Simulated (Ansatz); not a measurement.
Planning a run of Ansatz 0.2.0 on C on the B site plus C on the P site in BP (32-atom cell). The input:

```yaml
crystal:
  lattice:
    - [-4.538, 4.538, -4.538]
    - [4.538, 4.538, 4.538]
    - [4.538, -4.538, -4.538]
  atoms:
    - { symbol: C, position: [0.0, 0.0260154203, 0.0] }
    - { symbol: B, position: [0.2193198055, 0.4658448671, 0.2193198055] }
    - { symbol: B, position: [0.4981012663, -0.0039897023, 0.4981012663] }
    - { symbol: B, position: [0.7552803435, 0.5072472269, 0.7552803435] }
    - { symbol: B, position: [0.7806801945, 0.2465250615, 0.0] }
    - { symbol: B, position: [0.0, 0.7519668834, 0.2447196565] }
    - { symbol: B, position: [0.2481844106, 0.2508451974, 0.499197382] }
    - { symbol: B, position: [0.500802618, 0.7516478155, 0.7489870287] }
    - { symbol: B, position: [0.5018987337, 0.4979090314, 0.0] }
    - { symbol: B, position: [0.7518155894, 0.0026607868, 0.2510129713] }
    - { symbol: B, position: [0.0, 0.4979090314, 0.5018987337] }
    - { symbol: B, position: [0.2510129713, 0.0026607868, 0.7518155894] }
    - { symbol: B, position: [0.2447196565, 0.7519668834, 0.0] }
    - { symbol: B, position: [0.499197382, 0.2508451974, 0.2481844106] }
    - { symbol: B, position: [0.7489870287, 0.7516478155, 0.500802618] }
    - { symbol: B, position: [0.0, 0.2465250615, 0.7806801945] }
    - { symbol: C, position: [0.0, 0.2405211545, 0.0] }
    - { symbol: P, position: [0.2446290735, 0.7406656044, 0.2446290735] }
    - { symbol: P, position: [0.5007561059, 0.2519070226, 0.5007561059] }
    - { symbol: P, position: [0.7574079174, 0.7628724871, 0.7574079174] }
    - { symbol: P, position: [0.7553709265, 0.4960365309, 0.0] }
    - { symbol: P, position: [0.0, 0.0054645698, 0.2425920826] }
    - { symbol: P, position: [0.2470699611, 0.4967519772, 0.4929348043] }
    - { symbol: P, position: [0.5070651957, 0.0038171729, 0.7541351568] }
    - { symbol: P, position: [0.4992438941, 0.7511509168, 0.0] }
    - { symbol: P, position: [0.7529300389, 0.2496820161, 0.2458648432] }
    - { symbol: P, position: [0.0, 0.7511509168, 0.4992438941] }
    - { symbol: P, position: [0.2458648432, 0.2496820161, 0.7529300389] }
    - { symbol: P, position: [0.2425920826, 0.0054645698, 0.0] }
    - { symbol: P, position: [0.4929348043, 0.4967519772, 0.2470699611] }
    - { symbol: P, position: [0.7541351568, 0.0038171729, 0.5070651957] }
    - { symbol: P, position: [0.0, 0.4960365309, 0.7553709265] }
kpoints:
  mp_grid: { grid: [2, 2, 2] }
hamiltonian:
  xc: lda
  pseudopotentials: { kind: paw, azcp: { folder: soft_1 }, xc_functional: pbe }
scf:
  occupations: { method: fixed }
gw:
  n_empty_bands: 394
  ecut_chi: 85.0
  qp_bands: [v5, c5]
  screening: { model: contour_deformation }
```

```sh
ansatz run input.yaml --threads 4 --pin off --max-ram 17510MiB --backend cpu --events-out ev --progress --plain --runs-dir out
```

Q: How long will it take on 4 threads of Arm Neoverse V1, shared host, and how much memory?

It took 2 min; on shared hardware allow 59 s to 4 min. Peak host memory was 3.0 GiB. The sizes that set the cost: 7395 plane waves a state, 4 irreducible k points, 458 bands summed, 675 plane waves in the screening and 9 SCF cycles.

The screening grows as filled bands × empty bands × pairs of k points, times the square of the screening basis for the matrix.

[Paths, hosts, dates, memory and timing lines, banners, echoed tables and standing remarks are left out of the program output.]

[Logs are printed without paths, hosts, clocks, repeated set-up lines and the standing remarks that a program may print on its own settings, such as how far it seeks lower states.]

[Runs of the session that timed out or met a known fault of the program may be left out.]

[Cells called generated may have been cut or substituted from an entry of the Crystallography Open Database or the Materials Project.]

[Hosts, paths, dates, database ids (printed as entryN), source tags and the programs' standing remarks are cut or masked in the printed files.]
